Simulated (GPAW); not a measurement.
# Fe (P6_3/mmc) in GPAW: equation of state with PBE

Aim: the equation of state of Fe with PBE.

Program: GPAW 26.7.0. These are calculated values, not measurements. Logs are shortened: lines on timing, memory, paths and dates and some standing lists are left out, and cuts for length are marked. The log counts tension as positive stress, the text compression.

## Step 1: The structure

Symmetry: P6_3/mmc, No. 194, hexagonal system. Conventional cell: a = 2.434 Å, b = 2.434 Å, c = 3.842 Å, α = 90.00°, β = 90.00°, γ = 120.00°. Fe (site symmetry -6m2) is surrounded by 12 Fe at 2.38 to 2.43 Å.

This isn't the form of Fe at room conditions, which is bcc.

## Step 2: Equation of state, PBE, collinear spin, ferromagnetic start

run.py reads:

```python
from ase.eos import EquationOfState
from ase.io import Trajectory
from ase.spacegroup import crystal
from ase.units import GPa
from gpaw import GPAW, PW, setup_paths

setup_paths.insert(0, '.')

# Fe 2c
atoms = crystal(['Fe'],
                basis=[[0.6666666667, 0.3333333333, 0.75]],
                spacegroup=194, setting=1,  # P6_3/mmc
                cellpar=[2.43415759, 2.43415759, 3.84193447, 90.0, 90.0, 120.0],
                primitive_cell=True)
atoms.set_initial_magnetic_moments([3.0, 3.0])

traj = Trajectory('eos.traj', 'w')
volumes, energies = [], []
for x in [0.94, 0.96, 0.98, 1.0, 1.02, 1.04, 1.06]:
    a = atoms.copy()
    a.set_cell(atoms.cell * x**(1 / 3), scale_atoms=True)
    calc = GPAW(mode=PW(600),
                xc='PBE',
                kpts={'size': (9, 9, 5), 'gamma': True},
                occupations={'name': 'fermi-dirac', 'width': 0.05},
                nbands=19,
                convergence={'density': 1e-05, 'energy': 1e-05},
                maxiter=150,
                txt=f'eos-{x:.2f}.txt')
    a.calc = calc
    energies.append(a.get_potential_energy(force_consistent=True))
    volumes.append(a.get_volume())
    p = -a.get_stress()[:3].mean() / GPa
    calc.write(f'eos-{x:.2f}.gpw')
    traj.write(a)
    print(f'{x:.2f} {volumes[-1]:10.4f} A^3 {energies[-1]:14.6f} eV {p:9.3f} GPa', flush=True)

v0, e0, B = EquationOfState(volumes, energies, eos='birchmurnaghan').fit()
print(f'V0 = {v0:.4f} A^3, E0 = {e0:.6f} eV, B0 = {B / GPa:.2f} GPa')
```

Potentials or basis: PAW data sets generated in the run's folder for this functional, pw.

Started as:

```bash
$ gpaw-setup -f PBE Fe
$ OMP_NUM_THREADS=1 python run.py
```

The log of the run:

```text
__  _  _
 | _ |_)|_||  |
 |__||  | ||/\| - 26.7.0

Input parameters:
  mode=PW(ecut=600.0),
  convergence={'density': 1e-05, 'energy': 1e-05},
  kpts=MonkhorstPack(size=(9, 9, 5), gamma=True),
  maxiter=150,
  nbands=19,
  occupations=Occupations(name='fermi-dirac', width=0.05),
  xc=XC(name='PBE')

Diagonalizing LCAO Hamiltonian
Converting LCAO to pw mode

          Fe

        Fe

Atoms  # Å, Bohr magnetons
|   | symbol |         x |        y |        z |    initial magnetic moments |
|---|--------|-----------|----------|----------|-----------------------------|
| 0 |     Fe |  1.200630 | 0.693184 | 2.842508 | ( 0.0000,  0.0000,  3.0000) |
| 1 |     Fe | -0.000000 | 1.386368 | 0.947503 | ( 0.0000,  0.0000,  3.0000) |

Unit cell  # Å
| periodic |         x |        y |        z |  lengths |     angles |
|----------|-----------|----------|----------|----------|------------|
|      yes |  2.401260 | 0.000000 | 0.000000 | 2.401260 |  90.000000 |
|      yes | -1.200630 | 2.079552 | 0.000000 | 2.401260 |  90.000000 |
|      yes |  0.000000 | 0.000000 | 3.790010 | 3.790010 | 120.000000 |

Number of symmetries: 12
Symmetry operations  # r_c * U_cc + t_c -> r_c
|    | kind |            matrix            |
|----|------|------------------------------|
|  0 |  σ   |  1, 1, 0,  0,-1, 0,  0, 0, 1 |
|  1 |  S6  |  1, 1, 0, -1, 0, 0,  0, 0,-1 |
|  2 |  E   |  1, 0, 0,  0, 1, 0,  0, 0, 1 |
|  3 |  C2  |  1, 0, 0, -1,-1, 0,  0, 0,-1 |
|  4 |  C2  |  0, 1, 0,  1, 0, 0,  0, 0,-1 |
|  5 |  C3  |  0, 1, 0, -1,-1, 0,  0, 0, 1 |
|  6 |  S6  |  0,-1, 0,  1, 1, 0,  0, 0,-1 |
|  7 |  σ   |  0,-1, 0, -1, 0, 0,  0, 0, 1 |
|  8 |  σ   | -1, 0, 0,  1, 1, 0,  0, 0, 1 |
|  9 |  i   | -1, 0, 0,  0,-1, 0,  0, 0,-1 |
| 10 |  C3  | -1,-1, 0,  1, 0, 0,  0, 0, 1 |
| 11 |  C2  | -1,-1, 0,  0, 1, 0,  0, 0,-1 |

BZ-sampling:
  Number of BZ points: 405
  Number of IBZ points: 50

  Monkhorst-Pack size: [9, 9, 5]
  Monkhorst-Pack shift: [0, 0, 0]

K-points  # in reciprocal-cell coordinates
|     |                                coordinates |     weight |
|-----|--------------------------------------------|------------|
|   0 | (  0.00000000,   0.00000000,   0.00000000) | 0.00246914 |
|   1 | (  0.00000000,   0.00000000,   0.20000000) | 0.00493827 |
|   2 | (  0.00000000,   0.00000000,   0.40000000) | 0.00493827 |
|   3 | (  0.11111111,   0.00000000,  -0.40000000) | 0.01481481 |
|   4 | (  0.11111111,   0.00000000,  -0.20000000) | 0.01481481 |
|   5 | (  0.11111111,   0.00000000,   0.00000000) | 0.01481481 |
|   6 | (  0.11111111,   0.00000000,   0.20000000) | 0.01481481 |
|   7 | (  0.11111111,   0.00000000,   0.40000000) | 0.01481481 |
|   8 | (  0.22222222,  -0.11111111,   0.00000000) | 0.01481481 |
|   9 | (  0.22222222,  -0.11111111,   0.20000000) | 0.02962963 |
| ... |                                            |            |
|  49 | (  0.44444444,   0.44444444,   0.40000000) | 0.02962963 |

Plane wave coefficients: 651
Cutoff: 600.0 eV

Spin-components: 2 (collinear spins)
Bands:           19
Projectors:      12
Spin-degeneracy: 1
Datatype:        complex128

Parallelization:
  kpt:    1
  domain: 1
  band:   1

Density:
  Valence electrons: 16.0
  Components: 2
  Grid points: [14 14 24]
  Charge: 0.0  # |e|

Potential:
  Grid points: [14 14 24]

species:
  Fe:
    name:    Iron
    Z:       26.0
    valence: 8
    core:    18
    charge:  0.0  # [|e|]
    compensation charges:
      type: gauss
      rc: 0.33  # [Å]
      lmax: 2
    cutoffs:
      filter: 2.06  # [Å]
      core: 2.67  # [Å]
    projectors
    | kind |    occ | energy [eV] | rcut [Å] |
    |------|--------|-------------|----------|
    |   4s |  2.000 |      -5.291 |    1.164 |
    |   4p |  0.000 |      -1.326 |    1.058 |
    |   3d |  6.000 |      -7.505 |    1.058 |
    |    s |        |      21.920 |    1.164 |
    |    p |        |      25.885 |    1.058 |
    |    d |        |      19.706 |    1.058 |

    Using partial waves for Fe as LCAO basis

Reference energy: -69238.910356  # eV

eigensolver:
  PPCG
  Converge bands: occupied
  niter=2

density mixing:
  MSR1-Mixer
  Pratt-step length: 0.05
  Maximum mixing coefficient: 0.75
  Old densities: 10
  SVD Regularization: 0.005
  Good broyden scale: 1.0
  Trust region scale: 1.0
  Backstep threshold: 4.0
  History deletion threshold: 6.0
  Fourier metric: weight=20.0, sigma=0.015

occupation numbers:
  Fermi-Dirac:
    width: 0.0500  # eV

poisson solver:
  ecut: 4800.0  # eV

xc functional:
  name: PBE with 2 nearest neighbor stencil

convergence criteria:
- Maximum integral of absolute [dens]ity change: 1e-05 electrons / valence electron
- Maximum [total energy] change in last 3 cyles: 1e-05 eV / valence electron
- Maximum integral of absolute [eigenst]ate change: 4e-08 eV^2 / valence electron
maximum number of iterations: 150

SCF iterations
|iter     | |      energy | eigst |  dens |  magmom |
|---------|-|-------------|-------|-------|---------|
|iter:   1| |  -16.445367 | +0.32 |       |  +6.0106|
|iter:   2| |  -16.439013 | -1.83 | -0.74 |  +5.9060|
|iter:   3| |  -16.811646 | -1.82 | -0.77 |  +4.5266|
|iter:   4| |  -17.237762 | -2.05 | -0.99 |  +2.8882|
|iter:   5| |  -16.922749 | -1.40 | -1.11 |  -2.2814|
|iter:   6| |  -17.633534 | -1.43 | -0.85 |  +0.9730|
|iter:   7| |  -17.704123 | -2.54 | -1.24 |  +0.7229|
|iter:   8| |  -17.736317 | -2.65 | -1.45 |  -0.1402|
|iter:   9| |  -17.736832 | -3.84 | -2.25 |  +0.1159|
|iter:  10| |  -17.737614 | -4.39 | -2.30 |  -0.0204|
|iter:  11| |  -17.737644 | -5.85 | -3.00 |  -0.0011|
|iter:  12| |  -17.737642c| -6.92 | -3.90 |  -0.0048|
|iter:  13| |  -17.737644c| -7.24 | -3.65 |  -0.0005|
|iter:  14| |  -17.737644c| -7.80c| -4.65 |  -0.0001|
|iter:  15| |  -17.737644c| -8.69c| -5.40c|  -0.0000|

Converged in 15 steps
Energy contributions relative to reference atoms: (reference = -69238.910356)

Energy contributions:
  Kinetic:          18.166583
  Coulomb:         -15.254286
  Zero:              0.249243
  External:          0.000000
  Xc:              -20.891632
  Entropy:          -0.015102
  Spinorbit:         0.000000
  ----------------------------
  Free energy:     -17.745195
  Extrapolated:    -17.737644

dipole moment: (-0.000012, -0.000020, -0.000037)  # |e|*Ang

Total magnetic moment: (0.000000, 0.000000, -0.000020)

Local magnetic moments
|        x |        y |         z |
|----------|----------|-----------|
| 0.000000 | 0.000000 | -0.000013 |  # Fe   0
| 0.000000 | 0.000000 | -0.000013 |  # Fe   1

Fermi level: 12.993
Eigenvalues  # (at kpt = [0.000, 0.000, 0.000])
| band index |      eig [eV] | occ [0-1] |      eig [eV] | occ [0-1] |
|------------|---------------|-----------|---------------|-----------|
|          0 |         3.457 |     1.000 |         3.457 |     1.000 |
|          1 |         7.513 |     1.000 |         7.513 |     1.000 |
|          2 |        11.073 |     1.000 |        11.073 |     1.000 |
|          3 |        11.073 |     1.000 |        11.073 |     1.000 |
|          4 |        11.248 |     1.000 |        11.248 |     1.000 |
|          5 |        11.603 |     1.000 |        11.603 |     1.000 |
[... 9 lines left out ...]
|         15 |        38.660 |     0.000 |        38.714 |     0.000 |
|         16 |        38.715 |     0.000 |        38.765 |     0.000 |
|        ... |               |           |               |           |
|         18 |        38.792 |     0.000 |        39.200 |     0.000 |

No gap
No difference between direct/indirect transitions

Stress tensor  # eV/Ang^3
|         x |         y |         z |
|-----------|-----------|-----------|
| -0.179722 |  0.000000 |  0.000000 |
|  0.000000 | -0.179722 | -0.000000 |
|  0.000000 | -0.000000 | -0.198785 |

# Writing to eos-0.96.gpw (mode='')
```

stdout:

```text
0.94    18.5313 A^3     -17.660018 eV    39.062 GPa
0.96    18.9256 A^3     -17.745195 eV    29.813 GPa
0.98    19.3199 A^3     -17.808762 eV    21.519 GPa
1.00    19.7141 A^3     -17.852986 eV    14.075 GPa
1.02    20.1084 A^3     -17.879806 eV     7.400 GPa
1.04    20.5027 A^3     -17.891007 eV     1.412 GPa
1.06    20.8970 A^3     -17.888363 eV    -3.970 GPa
V0 = 20.6183 A^3, E0 = -17.891636 eV, B0 = 287.12 GPa
```

eos-0.98.txt:

```text
SCF iterations
|iter     | |      energy | eigst |  dens |  magmom |
|---------|-|-------------|-------|-------|---------|
|iter:   1| |  -16.604188 | +0.33 |       |  +6.0106|
|iter:   2| |  -16.596605 | -1.86 | -0.77 |  +5.9156|
|iter:   3| |  -16.874894 | -1.90 | -0.81 |  +4.7450|
|iter:   4| |  -17.311686 | -2.05 | -1.05 |  +3.1873|
|iter:   5| |  -16.502554 | -1.15 | -1.00 |  -2.9494|
[... 59 lines left out ...]
|         18 |        38.614 |     0.000 |        38.616 |     0.000 |

No gap
No difference between direct/indirect transitions

Stress tensor  # eV/Ang^3
|         x |         y |         z |
|-----------|-----------|-----------|
| -0.128866 |  0.000000 |  0.000000 |
|  0.000000 | -0.128866 |  0.000000 |
|  0.000000 |  0.000000 | -0.145206 |

# Writing to eos-0.98.gpw (mode='')
```

Wall time 6.9 min (1 thread of Arm Neoverse V2, shared host); peak memory 0.26 GiB.

Results:

| Item | Value |
| --- | --- |
| Equilibrium volume | 10.31 Å³/atom |
| Bulk modulus at fixed shape and positions | 287 GPa |
| Pressure derivative of the bulk modulus | 4.7 |

Energy against volume, from the lowest point:
| volume (Å³/atom) | energy (meV/atom) |
| --- | --- |
| 9.266 | 115.49 |
| 9.463 | 72.91 |
| 9.660 | 41.12 |
| 9.857 | 19.01 |
| 10.054 | 5.60 |
| 10.251 | 0.00 |
| 10.448 | 1.32 |

Caveat: the cell was scaled at fixed shape and fractional positions, which overstates the stiffness of a crystal with free parameters, most of all of layers and chains.
